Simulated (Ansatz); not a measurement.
# Zr, Zr36N defect cell: relaxing cell and atoms, single point and relaxing the atoms, part 2 of 3

Aim: for Zr, Zr36N defect cell, 6 runs in a chain (relaxing cell and atoms, single point and relaxing the atoms).

Ansatz 0.2.0; DFT PBE, scalar-relativistic, plane waves, PAW. The steps go on from the part before.

### 4 Relaxing the atoms: Zr36N defect cell

It takes the final geometry of step 3: N added.

Contents of input.yaml:

```yaml
crystal:
  lattice:
    - [9.6959996202, 0.0, 0.0]
    - [-4.8479998101, 8.3969819862, 0.0]
    - [0.0, 0.0, 10.340954948]
  atoms:
    - { symbol: Zr, position: [0.1111111111, 0.2222222222, 0.125] }
    - { symbol: Zr, position: [0.1111111111, 0.2222222222, 0.625] }
    - { symbol: Zr, position: [0.1111111111, 0.5555555556, 0.125] }
    - { symbol: Zr, position: [0.1111111111, 0.5555555556, 0.625] }
    - { symbol: Zr, position: [0.1111111111, 0.8888888889, 0.125] }
    - { symbol: Zr, position: [0.1111111111, 0.8888888889, 0.625] }
    - { symbol: Zr, position: [0.4444444444, 0.2222222222, 0.125] }
    - { symbol: Zr, position: [0.4444444444, 0.2222222222, 0.625] }
    - { symbol: Zr, position: [0.4444444444, 0.5555555556, 0.125] }
    - { symbol: Zr, position: [0.4444444444, 0.5555555556, 0.625] }
    - { symbol: Zr, position: [0.4444444444, 0.8888888889, 0.125] }
    - { symbol: Zr, position: [0.4444444444, 0.8888888889, 0.625] }
    - { symbol: Zr, position: [0.7777777778, 0.2222222222, 0.125] }
    - { symbol: Zr, position: [0.7777777778, 0.2222222222, 0.625] }
    - { symbol: Zr, position: [0.7777777778, 0.5555555556, 0.125] }
    - { symbol: Zr, position: [0.7777777778, 0.5555555556, 0.625] }
    - { symbol: Zr, position: [0.7777777778, 0.8888888889, 0.125] }
    - { symbol: Zr, position: [0.7777777778, 0.8888888889, 0.625] }
    - { symbol: Zr, position: [0.2222222222, 0.1111111111, 0.375] }
    - { symbol: Zr, position: [0.2222222222, 0.1111111111, 0.875] }
    - { symbol: Zr, position: [0.2222222222, 0.4444444444, 0.375] }
    - { symbol: Zr, position: [0.2222222222, 0.4444444444, 0.875] }
    - { symbol: Zr, position: [0.2222222222, 0.7777777778, 0.375] }
    - { symbol: Zr, position: [0.2222222222, 0.7777777778, 0.875] }
    - { symbol: Zr, position: [0.5555555556, 0.1111111111, 0.375] }
    - { symbol: Zr, position: [0.5555555556, 0.1111111111, 0.875] }
    - { symbol: Zr, position: [0.5555555556, 0.4444444444, 0.375] }
    - { symbol: Zr, position: [0.5555555556, 0.4444444444, 0.875] }
    - { symbol: Zr, position: [0.5555555556, 0.7777777778, 0.375] }
    - { symbol: Zr, position: [0.5555555556, 0.7777777778, 0.875] }
    - { symbol: Zr, position: [0.8888888889, 0.1111111111, 0.375] }
    - { symbol: Zr, position: [0.8888888889, 0.1111111111, 0.875] }
    - { symbol: Zr, position: [0.8888888889, 0.4444444444, 0.375] }
    - { symbol: Zr, position: [0.8888888889, 0.4444444444, 0.875] }
    - { symbol: Zr, position: [0.8888888889, 0.7777777778, 0.375] }
    - { symbol: Zr, position: [0.8888888889, 0.7777777778, 0.875] }
    - { symbol: "N", position: [0.0, 0.0, 0.25] }
scf:
  occupations: { method: methfessel_paxton, width: 0.1 }
output:
  forces: true
  stress: false
  eigenvalues: true
hamiltonian:
  xc: pbe
kpoints:
  mp_grid: { grid: [4, 4, 4] }
relax:
  f_tol: 0.02
  adjacent_minimum: "off"
```

Launch:

```console
$ ansatz run input.yaml --threads 8 --pin off --max-ram 24576MiB --backend cpu --events-out ev --progress --plain --runs-dir out
```

Log (excerpt; [...] marks lines left out):

```text
Warning: RAYON_NUM_THREADS=8 ignored (pool sized by the plan → 8); use --threads N
[...]
Pseudopotentials: kind: paw
Pseudopotential: Zr, paw, valence charge 12, recommended cutoff 420 eV (normal), Zr.paw.azcp
Pseudopotential: N, paw, valence charge 5, recommended cutoff 420 eV (normal), N.paw.azcp
Functional definition: PBE
[...]
Crystal: 37 atoms, lattice volume = 841.931 Å³
[...]
    - { symbol: Zr, position: [0.8882821336519341, 0.11171786634806595, 0.8748727089209858] }
    - { symbol: Zr, position: [0.8887035977469773, 0.4443517988734887, 0.37618407045832425] }
    - { symbol: Zr, position: [0.8893789427249505, 0.4446894713624753, 0.8751781992896006] }
    - { symbol: Zr, position: [0.8904475948990211, 0.7808951897980423, 0.374917278669013] }
    - { symbol: Zr, position: [0.888282133651934, 0.776564267303868, 0.8748727089209858] }
    - { symbol: N, position: [-1.712435535899244e-20, 2.407877665099151e-20, 0.25] }
```

Wall time 2.3 min (8 threads of AMD EPYC 7R43 (Zen 3), shared host); peak memory 9.3 GiB.

Step by step:

```csv
step,E - E(step 1) (eV/cell),largest force component (eV/Å)
1,0.0000,0.4429
2,0.0714,0.7073
3,-0.0572,0.0202
4,-0.0577,0.0049
```

Step 1 is the start. Step 2 was tried and not accepted.

### 5 Relaxing the atoms

It takes the final geometry of step 3: N added.

input.yaml: that of step 4 with these lines changed.

```diff
@@ -42,3 +42,3 @@
     - { symbol: Zr, position: [0.8888888889, 0.7777777778, 0.875] }
-    - { symbol: "N", position: [0.0, 0.0, 0.25] }
+    - { symbol: "N", position: [0.0, 0.0, 0.375] }
 scf:
@@ -56 +56,2 @@
   adjacent_minimum: "off"
+  escape_saddle: false
```

Launch:

```console
$ ansatz run input.yaml --threads 8 --pin off --max-ram 24576MiB --backend cpu --events-out ev --progress --plain --runs-dir out
```

Log:

```text
Warning: RAYON_NUM_THREADS=8 ignored (pool sized by the plan → 8); use --threads N
[... 9 set-up lines as earlier in the session ...]
Crystal: 37 atoms, lattice volume = 841.931 Å³
Basis set: ecut = 420 eV, 16463 PW (Γ), exchange–correlation on 144×144×144 points (8 copies of the dense FFT grid, shifted against one another)
Bands: 263, of which v1, the nominal top of the filled ones, is band 219 counted from 1 (218 counted from 0)
Symmetry: 12 space group operations
Space group: P-6m2 (ITA 187), of the structure as read, at distance tolerance 9.4e-5 Å
k-points: 12 of 64 (time reversal used)
[... 1 set-up line as earlier in the session ...]
Non-local potential: N, projectors of the file, l = 0: 2, l = 1: 2, l = 2: 1
[... 2 set-up lines as earlier in the session ...]
PAW one-centre angular grid: N, 110 points (default); XC on 64 Gauss nodes
[... 3 set-up lines as earlier in the session ...]
SCF iter   1: F=—  HF=-151001.440759 eV  |F-HF|=—  |Δ(HF+E_count)|=         —  Δρ=5.35e-3  dr2=8.13e-1  ethr=1.77e-3  ⟨swp⟩=6.8  Hψ=12528  notcnv=0
preconditioner: auto → Kerker (q_TF=auto, 2.446 Å⁻¹)  [metal: Δε(μ)=0.007 eV  Ē_g=2.786 eV  σ=0.100 eV  W_gap=0.06  n_scr=212 (ndim 8)  ℏωp=15.6 eV  f_vac=0.000  D(μ)=31.19/eV (n_scr^D=236)]
SCF iter   2: F=—  HF=-151001.400598 eV  |F-HF|=—  |Δ(HF+E_count)|=   4.02e-2  S|Δr|=    0.00e0  Δρ=2.63e-3  dr2=5.70e-2  ethr=1.86e-4  ⟨swp⟩=2.0  Hψ=3688  notcnv=0  defer=1
SCF iter   3: F=—  HF=-151001.398455 eV  |F-HF|=—  |Δ(HF+E_count)|=   2.14e-3  S|Δr|=    0.00e0  Δρ=1.08e-3  dr2=1.25e-2  ethr=1.30e-5  ⟨swp⟩=2.0  Hψ=4171  notcnv=0  defer=1
SCF iter   4: F=—  HF=-151001.398089 eV  |F-HF|=—  |Δ(HF+E_count)|=   3.67e-4  S|Δr|=    0.00e0  Δρ=2.69e-4  dr2=8.50e-4  ethr=2.85e-6  ⟨swp⟩=2.0  Hψ=3843  notcnv=0  defer=1
SCF iter   5: F=—  HF=-151001.397856 eV  |F-HF|=—  |Δ(HF+E_count)|=   2.32e-4  S|Δr|=    0.00e0  Δρ=8.36e-5  dr2=7.23e-5  ethr=1.95e-7  ⟨swp⟩=2.2  Hψ=5101  notcnv=0  defer=1
SCF iter   6: F=—  HF=-151001.397851 eV  |F-HF|=—  |Δ(HF+E_count)|=   5.63e-6  S|Δr|=    0.00e0  Δρ=2.57e-5  dr2=1.11e-5  ethr=2.29e-9  ⟨swp⟩=10.4  Hψ=12107  notcnv=0
SCF iter   7: F=-151001.397849 eV  HF=-151001.397850 eV  |F-HF|=5.27e-7  |Δ(HF+E_count)|=   7.33e-7  S|Δr|=    0.00e0  Δρ=7.83e-6  dr2=8.81e-7  ethr=2.29e-9  ⟨swp⟩=3.8  Hψ=8546  notcnv=0
SCF 1 converged in 7 iterations: F = -151001.397849 eV  dr2 = 8.81e-7
relax step   1: F+E_penalty+E_count = -151001.39784931 eV  Δ(F+E_penalty+E_count) = +0.000e0 eV  max|allowed force component| = 3.823e0 eV/Å  Δτ_max = 0.0000 Å  (7 SCF iters, dr2 threshold 1.00e-5 eV, accepted)
[... 11 lines left out ...]
relax step   2: F+E_penalty+E_count = -151002.00116665 eV  Δ(F+E_penalty+E_count) = -6.033e-1 eV  max|allowed force component| = 5.616e-1 eV/Å  Δτ_max = 0.1268 Å  (7 SCF iters, dr2 threshold 1.00e-4 eV, accepted)
[... 10 lines left out ...]
relax step   3: F+E_penalty+E_count = -151002.17786231 eV  Δ(F+E_penalty+E_count) = -1.767e-1 eV  max|allowed force component| = 8.410e-2 eV/Å  Δτ_max = 0.0787 Å  (7 SCF iters, dr2 threshold 1.97e-5 eV, accepted)
[... 9 lines left out ...]
relax step   4: F+E_penalty+E_count = -151002.18072104 eV  Δ(F+E_penalty+E_count) = -2.859e-3 eV  max|allowed force component| = 1.432e-2 eV/Å  Δτ_max = 0.0063 Å  (7 SCF iters, dr2 threshold 4.42e-7 eV, accepted)
[... 5 lines left out ...]
relax step   5: F+E_penalty+E_count = -151002.18072108 eV  Δ(F+E_penalty+E_count) = -4.153e-8 eV  max|allowed force component| = 1.421e-2 eV/Å  Δτ_max = 0.0000 Å  (2 SCF iters, accepted)
SCF converged after 2 iterations
Stability not checked: this state was not tested for a lower state beside it, because cold or Methfessel-Paxton smearing, or corrected tetrahedra, fill the levels in a way that the test cannot read (fill_not_monotonic; see scf.lower_state_search)
Free energy (F): -151002.180721 eV
Harris-Foulkes:  -151002.180721 eV  (|F-HF|=5.44e-9)
Internal energy: -151002.199481 eV  (E = F + TS)
E sigma→0 (E₀):  -151002.185411 eV
Entropy (-TS):   0.018760 eV (0.507 meV/atom)
Fermi energy:    14.022945 eV
--- Per-component energies (eV) ---
  E_band       = -3450.247952
  E_kinetic    = 12115.073975
  E_local      = -22789.696379  (includes V_loc(G=0)·N_el)
  E_nonlocal   = 2945.010366
  E_hartree    = 7071.527382
  E_xc         = -5875.796368
  E_vxc        = -6944.396064  (∫ρ·V_xc dr)
  E_paw        = -106475.774935  (= ΣΔE_a)
  E_vpaw       = -2919.295452  (= ΣTr[D̂ρ^β])
  E_aug_tail   = 0.000970  (compensation charges beyond the density's cutoff)
  E_ewald      = -37992.544492
  E_smearing   = 0.018760  (= −TS)
  E_closure    = 0.000000  (closes the sum)
  Σ components = -151002.180721   (vs F -151002.180721, Δ=0.00e0)
--- Forces (eV/Å), atoms counted from 1 ---
  atom   1  Zr     0.00000000    -0.00696692    -0.00296130
  atom   2  Zr     0.00000000    -0.00696692     0.00296130
  atom   3  Zr     0.00140248     0.00080972    -0.00146217
  atom   4  Zr     0.00140248     0.00080972     0.00146217
  atom   5  Zr    -0.00603353     0.00348346    -0.00296130
  atom   6  Zr    -0.00603353     0.00348346     0.00296130
  atom   7  Zr     0.00137151     0.00079184    -0.00353782
  atom   8  Zr     0.00137151     0.00079184     0.00353782
  atom   9  Zr    -0.00140248     0.00080972    -0.00146217
  atom  10  Zr    -0.00140248     0.00080972     0.00146217
  atom  11  Zr     0.00000000    -0.00161945    -0.00146217
  atom  12  Zr     0.00000000    -0.00161945     0.00146217
  atom  13  Zr    -0.00137151     0.00079184    -0.00353782
  atom  14  Zr    -0.00137151     0.00079184     0.00353782
  atom  15  Zr     0.00000000    -0.00158369    -0.00353782
  atom  16  Zr     0.00000000    -0.00158369     0.00353782
  atom  17  Zr     0.00603353     0.00348346    -0.00296130
  atom  18  Zr     0.00603353     0.00348346     0.00296130
  atom  19  Zr     0.01230343     0.00710339     0.00000000
  atom  20  Zr    -0.00751776    -0.00434038     0.00000000
  atom  21  Zr    -0.00000000     0.00449512     0.00000000
  atom  22  Zr    -0.00000000     0.00459124     0.00000000
  atom  23  Zr     0.00389289    -0.00224756     0.00000000
  atom  24  Zr     0.00397613    -0.00229562     0.00000000
  atom  25  Zr     0.00000000     0.00268096    -0.00000000
  atom  26  Zr     0.00000000    -0.00318149     0.00000000
  atom  27  Zr     0.00232178    -0.00134048     0.00000000
  atom  28  Zr    -0.00275525     0.00159074     0.00000000
  atom  29  Zr    -0.00389289    -0.00224756     0.00000000
  atom  30  Zr    -0.00397613    -0.00229562    -0.00000000
  atom  31  Zr    -0.01230343     0.00710339     0.00000000
  atom  32  Zr     0.00751776    -0.00434038     0.00000000
  atom  33  Zr    -0.00232178    -0.00134048     0.00000000
  atom  34  Zr     0.00275525     0.00159074     0.00000000
  atom  35  Zr    -0.00000000    -0.01420677     0.00000000
  atom  36  Zr     0.00000000     0.00868076     0.00000000
  atom  37  N      0.00000000    -0.00000000    -0.00000000
  max |Σ_I F_I| component: 7.23e-17 eV/Å
--- Band table (eV; the first three rows and the last of 12) ---
  k-point 0: bands = ["-34.7971", "-34.7544", "-34.7310", "-34.7310", "-34.7168", "-34.7168", "-34.7115", "-34.6887", "-34.6815", "-34.6815", "-34.6810", "-34.6685", "-34.6555", "-34.6555", "-34.6365", "-34.6359", "-34.6359", "-34.6218", "-34.6218", "-34.6196", "-34.6194", "-34.6144", "-34.6134", "-34.6134", "-34.6002", "-34.6002", "-34.5906", "-34.5906", "-34.5902", "-34.5902", "-34.5800", "-34.5667", "-34.5667", "-34.5655", "-34.5544", "-34.5544", "-13.3086", "-13.2538", "-13.1137", "-13.1137", "-13.1062", "-13.1062", "-13.0933", "-13.0854", "-13.0854", "-13.0825", "-13.0825", "-13.0797", "-13.0709", "-13.0698", "-13.0698", "-13.0691", "-13.0691", "-13.0423", "-13.0400", "-13.0400", "-13.0218", "-13.0168", "-12.9984", "-12.9978", "-12.9966", "-12.9966", "-12.9918", "-12.9918", "-12.9673", "-12.9673", "-12.9576", "-12.9058", "-12.8888", "-12.8888", "-12.8818", "-12.8634", "-12.8618", "-12.8618", "-12.8468", "-12.8455", "-12.8337", "-12.8181", "-12.8181", "-12.8043", "-12.8037", "-12.8013", "-12.8013", "-12.7351", "-12.7351", "-12.7084", "-12.6963", "-12.6783", "-12.6783", "-12.6169", "-12.6169", "-12.6156", "-12.6006", "-12.6006", "-12.5979", "-12.5973", "-12.5973", "-12.5843", "-12.5704", "-12.5704", "-12.5612", "-12.5589", "-12.5589", "-12.5498", "-12.5498", "-12.5440", "-12.5365", "-12.5302", "-12.5209", "-12.5209", "-12.5095", "-12.5095", "-12.5001", "-12.5001", "-12.4877", "-12.4823", "-12.4793", "-12.4693", "-12.4693", "-12.4677", "-12.4677", "-12.4591", "-12.4591", "-12.4560", "-12.4496", "-12.4496", "-12.4480", "-12.4480", "-12.4300", "-12.4255", "-12.4255", "-12.3897", "-12.3843", "-12.3843", "-12.3825", "-12.3825", "-12.3819", "-12.3819", "-12.3616", "-12.3483", "-12.3483", "-12.3035", "-12.2975", "-12.2975", "0.0100", "8.4717", "9.0441", "9.2695", "9.2695", "10.1697", "10.1821", "10.7209", "10.7209", "10.7244", "10.8353", "10.8587", "10.8587", "11.0448", "11.2617", "11.2617", "11.2644", "11.2644", "11.2722", "11.2722", "11.2823", "11.2863", "11.4118", "11.4118", "11.5634", "11.6438", "11.9088", "11.9088", "11.9220", "11.9261", "12.0857", "12.1687", "12.1687", "12.2236", "12.4380", "12.4380", "12.4593", "12.4679", "12.4679", "12.5814", "12.5814", "12.5985", "12.5985", "12.6674", "12.6843", "12.6843", "12.7044", "12.7044", "12.7509", "12.7552", "12.8179", "12.9351", "13.0864", "13.0986", "13.1392", "13.1392", "13.1514", "13.1514", "13.1572", "13.1572", "13.1795", "13.1845", "13.2615", "13.3804", "13.3804", "13.5570", "13.5570", "13.5807", "13.8047", "13.8047", "13.8645", "13.9402", "13.9821", "13.9821", "13.9945", "13.9945", "14.0586", "14.2388", "14.2388", "14.2986", "14.2986", "14.6044", "14.6637", "14.6637", "14.7382", "14.7430", "14.7430", "14.7907", "14.7907", "14.7917", "14.7917", "14.8070", "14.8226", "14.8336", "14.8336", "14.8471", "14.8523", "14.8523", "14.8761", "14.8761", "14.8830", "14.8886", "14.8886", "14.9044", "14.9044", "14.9146", "14.9206", "14.9232", "14.9232", "14.9952", "15.0183", "15.0183", "15.0592", "15.0728", "15.0728", "15.1164", "15.2368", "15.2368", "15.5162"]
[... 3 lines left out ...]
--- Relaxed structure (5 steps of the walk, 5 accepted, 0 SCFs on fresh bases) ---
  F+E_penalty+E_count = -151002.18072108 eV   max|allowed force component| = 1.421e-2 eV/Å
  atoms:
    - { symbol: Zr, position: [0.11298672344308999, 0.22597344688617998, 0.1220840039015507] }
    - { symbol: Zr, position: [0.11298672344308999, 0.22597344688617998, 0.6279159960984493] }
    - { symbol: Zr, position: [0.11124664144133112, 0.5556233207206656, 0.12333973024449309] }
    - { symbol: Zr, position: [0.11124664144133112, 0.5556233207206656, 0.6266602697555069] }
    - { symbol: Zr, position: [0.11298672344308996, 0.8870132765569099, 0.1220840039015507] }
    - { symbol: Zr, position: [0.11298672344308996, 0.8870132765569099, 0.6279159960984493] }
    - { symbol: Zr, position: [0.44561985948089744, 0.22280992974044866, 0.12090554790337724] }
    - { symbol: Zr, position: [0.44561985948089744, 0.22280992974044866, 0.6290944520966227] }
    - { symbol: Zr, position: [0.44437667927933433, 0.5556233207206656, 0.12333973024449309] }
    - { symbol: Zr, position: [0.44437667927933433, 0.5556233207206656, 0.6266602697555069] }
    - { symbol: Zr, position: [0.4443766792793344, 0.8887533585586688, 0.12333973024449309] }
    - { symbol: Zr, position: [0.4443766792793344, 0.8887533585586688, 0.6266602697555069] }
    - { symbol: Zr, position: [0.7771900702595512, 0.22280992974044866, 0.12090554790337724] }
    - { symbol: Zr, position: [0.7771900702595512, 0.22280992974044866, 0.6290944520966227] }
    - { symbol: Zr, position: [0.7771900702595513, 0.5543801405191026, 0.12090554790337724] }
    - { symbol: Zr, position: [0.7771900702595513, 0.5543801405191026, 0.6290944520966227] }
    - { symbol: Zr, position: [0.77402655311382, 0.8870132765569099, 0.1220840039015507] }
    - { symbol: Zr, position: [0.77402655311382, 0.8870132765569099, 0.6279159960984493] }
    - { symbol: Zr, position: [0.23793679047768485, 0.11896839523884242, 0.375] }
    - { symbol: Zr, position: [0.21958816678863324, 0.10979408339431662, 0.8749999999999999] }
    - { symbol: Zr, position: [0.22465767413505558, 0.44931534827011116, 0.375] }
    - { symbol: Zr, position: [0.22233123729878687, 0.44466247459757374, 0.8749999999999999] }
    - { symbol: Zr, position: [0.22465767413505558, 0.7753423258649443, 0.375] }
    - { symbol: Zr, position: [0.2223312372987868, 0.777668762701213, 0.8749999999999999] }
    - { symbol: Zr, position: [0.5564118957285302, 0.11282379145706034, 0.375] }
    - { symbol: Zr, position: [0.5550092749619319, 0.11001854992386374, 0.8749999999999999] }
    - { symbol: Zr, position: [0.5564118957285302, 0.4435881042714698, 0.375] }
    - { symbol: Zr, position: [0.5550092749619319, 0.4449907250380681, 0.8749999999999999] }
    - { symbol: Zr, position: [0.5506846517298889, 0.7753423258649443, 0.375] }
    - { symbol: Zr, position: [0.5553375254024263, 0.777668762701213, 0.8749999999999999] }
    - { symbol: Zr, position: [0.8810316047611576, 0.11896839523884242, 0.375] }
    - { symbol: Zr, position: [0.8902059166056833, 0.10979408339431662, 0.8749999999999999] }
    - { symbol: Zr, position: [0.8871762085429395, 0.4435881042714698, 0.375] }
    - { symbol: Zr, position: [0.8899814500761362, 0.4449907250380681, 0.8749999999999999] }
    - { symbol: Zr, position: [0.8810316047611575, 0.7620632095223151, 0.375] }
    - { symbol: Zr, position: [0.8902059166056834, 0.7804118332113668, 0.8749999999999999] }
    - { symbol: N, position: [6.3583831241847266e-21, 9.491923549376704e-20, 0.375] }
```

Run time: 3.6 min. Hardware: 8 threads of AMD EPYC 7R43 (Zen 3), shared host; peak memory 8.1 GiB.

The steps of the relaxation:

| step | energy from step 1 (eV/cell) | largest force component (eV/Å) |
| --- | --- | --- |
| 1 | 0.0000 | 3.8230 |
| 2 | -0.6033 | 0.5616 |
| 3 | -0.7800 | 0.0841 |
| 4 | -0.7829 | 0.0143 |
| 5 | -0.7829 | 0.0142 |

Step 1 is the start.

(Continued in part 3 of 3.)
